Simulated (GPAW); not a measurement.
Input of a GPAW 26.7.0 run:

File run.py:

```python
import numpy as np
from ase.dft.bandgap import bandgap
from ase.io import read, write
from ase.units import GPa
from gpaw import GPAW, PW
from gpaw.spinorbit import soc_eigenstates

atoms = read('Ag.cif')

calc = GPAW(mode=PW(600),
            xc='MGGA_X_SCAN+MGGA_C_SCAN',
            kpts={'size': (11, 11, 11), 'gamma': True},
            occupations={'name': 'fermi-dirac', 'width': 0.05},
            nbands=18,
            convergence={'density': 1e-05, 'energy': 1e-05},
            maxiter=150,
            txt='gpaw.txt')
atoms.calc = calc
energy = atoms.get_potential_energy()
forces = atoms.get_forces()
stress = atoms.get_stress()
calc.write('gs.gpw')
write('result.traj', atoms)
print(f'Energy: {energy:.6f} eV')
print('Forces (eV/A):')
print(forces.round(4))
print('Stress (GPa):', (stress / GPa).round(3))
print('Fermi level:', round(calc.get_fermi_level(), 4), 'eV')
print(f'Gap: {bandgap(calc)[0]:.4f} eV, direct: {bandgap(calc, direct=True)[0]:.4f} eV')

path = atoms.cell.bandpath('GXWKGLUWLK,UX', npoints=80, eps=1e-4)
bs_calc = calc.fixed_density(kpts=path, symmetry='off', nbands=26,
                             convergence={'bands': 'CBM+6.0', 'eigenstates': 1e-6}, txt='bands.txt')
bs = bs_calc.band_structure()
bs.write('bs.json')
print(f'Gap on the path: {bandgap(bs_calc)[0]:.4f} eV')

soc = soc_eigenstates(bs_calc, theta=54.7, phi=45, ignore_xc_potential=True)
np.savetxt('soc_bands.dat', soc.eigenvalues(), fmt='%.4f')
mesh = soc_eigenstates('gs.gpw', theta=54.7, phi=45, ignore_xc_potential=True)
np.savetxt('soc_mesh.dat', mesh.eigenvalues(), fmt='%.4f')
print('Fermi level with spin-orbit coupling:', round(mesh.fermi_level, 4), 'eV')
```

The input Ag.cif:

```cif
data_Ag
_cell_length_a 2.88888475
_cell_length_b 2.88888475
_cell_length_c 2.88888475
_cell_angle_alpha 60.00000000
_cell_angle_beta 60.00000000
_cell_angle_gamma 60.00000000
_space_group_name_H-M_alt 'P1'
_space_group_name_Hall 'P 1'
_space_group_IT_number 1
loop_
_space_group_symop_operation_xyz
'x,y,z'
loop_
_atom_site_label
_atom_site_type_symbol
_atom_site_symmetry_multiplicity
_atom_site_Wyckoff_symbol
_atom_site_fract_x
_atom_site_fract_y
_atom_site_fract_z
_atom_site_occupancy
Ag1 Ag 1 a 0.0000000000 0.0000000000 0.0000000000 1
```

Potentials or basis: GPAW PAW data sets (gpaw-data 1.2.1), pw.

Launch:

```sh
$ OMP_NUM_THREADS=1 python run.py
```

Q: Estimate the pressure.

A: 0.2 GPa.

Q: Predict the band gap along the path.

A: None (metal or under the smearing width).

Levels at the corners of the path, in eV from the Fermi level:
```tsv
point	band 12	band 13	band 14	band 15	band 16	band 17	band 18	band 19	band 20
Γ	-5.52	-5.13	-5.13	-4.23	-4.23	-4.23	-4.23	16.69	16.69
X	-3.56	-3.36	-3.36	-3.03	-3.03	1.40	1.40	6.71	6.71
W	-5.53	-4.24	-4.24	-3.22	-3.22	5.74	5.74	6.07	6.07
K	-4.60	-4.06	-4.06	-3.48	-3.48	4.17	4.17	5.20	5.20
Γ	-5.52	-5.13	-5.13	-4.23	-4.23	-4.23	-4.23	16.69	16.69
L	-5.18	-3.55	-3.55	-3.33	-3.33	-0.65	-0.65	3.46	3.46
U	-4.60	-4.06	-4.06	-3.48	-3.48	4.17	4.17	5.20	5.20
W	-5.53	-4.24	-4.24	-3.22	-3.22	5.74	5.74	6.07	6.07
L	-5.18	-3.55	-3.55	-3.33	-3.33	-0.65	-0.65	3.46	3.46
K	-4.60	-4.06	-4.06	-3.48	-3.48	4.17	4.17	5.20	5.20
U	-4.60	-4.06	-4.06	-3.48	-3.48	4.17	4.17	5.20	5.20
X	-3.56	-3.36	-3.36	-3.03	-3.03	1.40	1.40	6.71	6.71
```

Caveat: spin-orbit coupling was added after a scalar SCF, so levels and gaps hold it while energy, forces, pressure and moments don't; this program's spin-orbit splittings come out too wide for heavy elements; the PAW data sets were made with another functional, which shifts forces and pressure a little.
